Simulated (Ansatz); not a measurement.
The system is TiSi2.

```xyz
6
Lattice="1.7651 -6.7593 0.0000 1.7651 6.7593 0.0000 0.0000 0.0000 3.5652" Properties=species:S:1:pos:R:3 pbc="T T T"
Ti    1.7651    5.3653    0.8913
Ti    1.7651   -5.3653    2.6739
Si    1.7651   -3.3839    0.8913
Si    1.7651    3.3839    2.6739
Si    1.7651    0.7875    0.8913
Si    1.7651   -0.7875    2.6739
```

The cell comes from a database or a generator and needn't be the stable form of this composition.

- Program: Ansatz 0.2.0
- Task: relaxation of cell and atoms
- Functional: PBEsol
- Potentials or basis: Ansatz PAW
- Cutoff: 420 eV (not typed: the program's choice for these potentials)
- k mesh: 8 × 8 × 8
- Occupations: fermi-dirac, width 0.05 eV
- Spin: no spin polarisation

At the start: volume 14.18 Å³/atom.

Question: How do energy, volume and symmetry change on relaxing?

Answer: It ends after 5 steps and the volume is 13.91 Å³/atom (-1.9 %); space group Cmcm (No. 63, to 0.05 Å).

Step by step:
```
step  energy change (eV)  largest force (eV/Å)  volume (Å³)
   1              0.0000                0.2040        85.07
   2             -0.0160                0.0914        83.20
   3             -0.0175                0.0369        83.42
   4             -0.0177                0.0094        83.45
   5             -0.0174                0.0095        83.45
```

Final structure:
```
CELL_PARAMETERS angstrom
1.75854 -6.67352 0.00000
1.75854 6.67352 0.00000
0.00000 0.00000 3.55533
ATOMIC_POSITIONS crystal
Ti 0.10250 0.89750 0.25000
Ti 0.89750 0.10250 0.75000
Si 0.75045 0.24955 0.25000
Si 0.24955 0.75045 0.75000
Si 0.43997 0.56003 0.25000
Si 0.56003 0.43997 0.75000
```

Caveat: the plane-wave basis is chosen anew once the cell has moved, so the energies of steps on either side of that aren't comparable; the PAW data sets come from PBE, with cores solved anew for the run's functional, which leaves a small shift of forces and pressure.
